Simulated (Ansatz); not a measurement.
Free-standing chains of the atoms of GaP, named by their start (strip: triangular double chain, ladder: square double chain); atoms and period are relaxed, and energies count from relaxed bulk GaP (F-43m, 20.11 Å³/atom, gap on the mesh 1.50 eV).

The calculation used DFT PBEsol, scalar-relativistic, plane waves, PAW (Ansatz).

Plane waves to 420 eV, a k mesh through Γ of 1×1×15 on the computed 4-atom cell and Gaussian smearing (0.05 eV); collinear spin from starting moments 0.5 0.5 0.5 0.5 μB.

Start (ladder chain):

```
CELL_PARAMETERS angstrom
11.20000 0.00000 0.00000
0.00000 9.30000 0.00000
0.00000 0.00000 4.23885
ATOMIC_POSITIONS crystal
Ga 0.40065 0.50000 0.00000
P 0.40065 0.50000 0.50000
P 0.59935 0.50000 0.00000
Ga 0.59935 0.50000 0.50000
```

Problem. Relax it.

Solution. The free energy falls by 224 meV/atom.

```
excess energy (eV per host atom)                      : 1.049
period (Å)                                            : 4.394
gap on the mesh (eV)                                  : 0.45
highest filled level or Fermi level under vacuum (eV) : 5.38
size of the moment (μB per cell)                      : 0.00
```

Relaxed structure:
```yaml
crystal:
  lattice:
    - [11.20000, 0.00000, 0.00000]
    - [0.00000, 9.30000, 0.00000]
    - [0.00000, 0.00000, 4.39402]
  atoms:
    - { symbol: Ga, position: [0.42491, 0.50000, 0.00000] }
    - { symbol: P, position: [0.36646, 0.50000, 0.50000] }
    - { symbol: P, position: [0.63354, 0.50000, 0.00000] }
    - { symbol: Ga, position: [0.57509, 0.50000, 0.50000] }
```

An odd mesh misses points on the zone edge, so a gap read on it can be too wide.

Each run keeps its start's symmetry and one magnetic start, so lower states can exist.

Time: 25 s on 2 threads of AMD EPYC 9R45 96-Core Processor (Zen 5), on a shared host, peak memory 0.81 GiB.